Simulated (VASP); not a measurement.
Here is a VASP 6.6.1 calculation.

The input INCAR:

```
SYSTEM = Rb
  PREC = Accurate
  ENCUT = 600
  EDIFF = 1E-7
  ISMEAR = 1
  SIGMA = 0.1
  LREAL = .False.
  LASPH = .True.
  NELM = 80
  ALGO = Normal
  ISIF = 2
  LWAVE = .False.
  LCHARG = .False.
  GGA = PE
  IVDW = 12
  IBRION = 2
  NSW = 40
  EDIFFG = -0.01
```

File KPOINTS:

```
Automatic mesh
0
Gamma
  10 10 10
  0 0 0
```

Contents of POSCAR:

```
Rb                                      
1.0
   -2.8343858871      2.8343858871      2.8343858871
    2.8343858871     -2.8343858871      2.8343858871
    2.8343858871      2.8343858871     -2.8343858871
  Rb            
     1
Direct
     0.0000000000000000    0.0000000000000000    0.0000000000000000
```

Potentials or basis: VASP PAW PBE potentials, release 64 (Rb_sv).

Run with:

```sh
$ cat potpaw_PBE.64/Rb_sv/POTCAR > POTCAR
$ mpirun -np 1 vasp_std > vasp.out
```

Question: Estimate the band gap on the k mesh.

Answer: None (metal or under the smearing width).

Question: Predict the dispersion energy per atom.

Answer: -0.102 eV.

Final structure:
```
Rb
1.0
    -2.83439    2.83439    2.83439
     2.83439   -2.83439    2.83439
     2.83439    2.83439   -2.83439
Rb
1
Direct
  0.00000 0.00000 0.00000
```

Caveat: the relaxation stopped at its first step, so nothing moved.
